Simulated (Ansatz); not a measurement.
Te2Mo: computed properties

All numbers below come from Ansatz, DFT PBE+D3(BJ), scalar-relativistic, plane waves, PAW.

Cutoff 420 eV; k points 9×9×4 on the computed 3-atom cell (Γ-centred); Gaussian smearing, width 0.02 eV; no spin polarisation.

The structure is relaxed at this level of theory with its symmetry kept. This form isn't the usual stable structure of the compound.

```cif
data_structure
_symmetry_space_group_name_H-M 'P 1'
_symmetry_Int_Tables_number 1
_cell_length_a 3.4952
_cell_length_b 3.4952
_cell_length_c 7.6240
_cell_angle_alpha 90.000
_cell_angle_beta 90.000
_cell_angle_gamma 120.000
_cell_volume 80.66
loop_
_atom_site_label
_atom_site_type_symbol
_atom_site_fract_x
_atom_site_fract_y
_atom_site_fract_z
_atom_site_occupancy
Te1 Te 0.33333 0.66667 0.76140 1
Te2 Te 0.33333 0.66667 0.23860 1
Mo1 Mo 0.00000 0.00000 0.00000 1
```

Q: Kohn–Sham band gap?

A: 0.87 eV, indirect from H to (0.193, 0.193, 0.000).

Q: Löwdin character of the top 1 eV of the valence band?

A: Mo 4d 55 %, Te 5p 41 %.

Q: Löwdin character of the lowest 1 eV of the conduction band?

A: Mo 4d 67 %, Te 5p 27 %.

Q: Electron masses at the edge by Cartesian direction of the standard setting (m_e; degenerate bands sorted by energy; no spin-orbit coupling)?

A: x: 0.65; y: 0.45; z: 0.56.

Q: Hole masses at the edge by Cartesian direction of the standard setting (m_e; degenerate bands sorted by energy; no spin-orbit coupling)?

A: x: 0.71; y: 0.71; z: 1.9.

Q: Electronic dielectric constant xx, yy, zz of the standard setting (independent particles)?

A: 19.1, 19.1, 11.1.

Q: Bader charges (e)?

A: Te (2 in the cell) -0.30, Mo (1 in the cell) 0.59.

Spin-orbit coupling is left out, which matters for the bands of heavy elements. An odd mesh misses points on the zone edge, so a gap read on it can be too wide.